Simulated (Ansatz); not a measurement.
# SiC: can entropy hold this alloy together?

All numbers below come from DFT PBE, scalar-relativistic, plane waves, PAW (Ansatz 0.2.0).

Settings: cutoff 420 eV, Γ-centred mesh 6×6×5 on the computed 24-atom cell, Gaussian smearing of 0.10 eV; no spin polarisation.

Cells of 24 atoms on a diamond lattice, 12 C, 12 Si, each occupation relaxed without symmetry on a coarser mesh and computed once more. α is the first-shell Warren–Cowley parameter of unlike pairs (negative: unlike neighbours in excess, 0: random). ΔH counts from the elements in their standard crystals. 1 further cell, whose relaxation didn't end, left large forces or left the lattice, is left out.

| cell | α | ΔH (meV/atom) | V (Å³/atom) | rms shift from sites (Å) |
| --- | --- | --- | --- | --- |
| 1 | 0.00 | 587 | 11.65 | 0.42 |
| 2 | -0.25 | 426 | 11.14 | 0.24 |

Weigh the mixing energy against the ideal entropy.

Ideal mixing gives S = −k_B Σ x ln x = 0.693 k_B per atom (5.8 J/(mol K)), worth 60 meV/atom at 1000 K. The cell nearest to random, 1, has ΔH = 587 meV/atom. Against the pure elements it breaks even at T = ΔH/S = 9820 K, beyond the melting of most metals, so a solid solution isn't expected. ΔH includes the cost of putting the elements on this lattice where they prefer another, and what the coarser relaxation leaves, which can only raise it; vibrational entropy is left out. An error of 8 meV/atom in ΔH, as mesh and relaxation can leave, moves such a temperature by 130 K, and the spread of these cells, 160 meV/atom, by 2690 K.

Does the alloy prefer like or unlike neighbours?

Across α from -0.25 to 0.00 the energy spans 160 meV/atom, a slope of 642 meV/atom per unit of α. Lower α is lower in energy: unlike neighbours are favoured, a tendency to order, although ΔH has the opposite sign, as happens when size mismatch or the lattice's cost dominates ΔH while chemistry sets the local order. With 2 cells this is a hint: farther shells and local relaxation also differ between them.

The final mesh leaves forces up to 0.04 eV/Å and stresses up to 0.1 GPa.

This form isn't the usual stable structure of the compound.

Cost: 5 runs of about 12 core-minutes in all (earlier runs that led there not counted), on Intel Xeon 6975P-C (Granite Rapids) (shared hosts).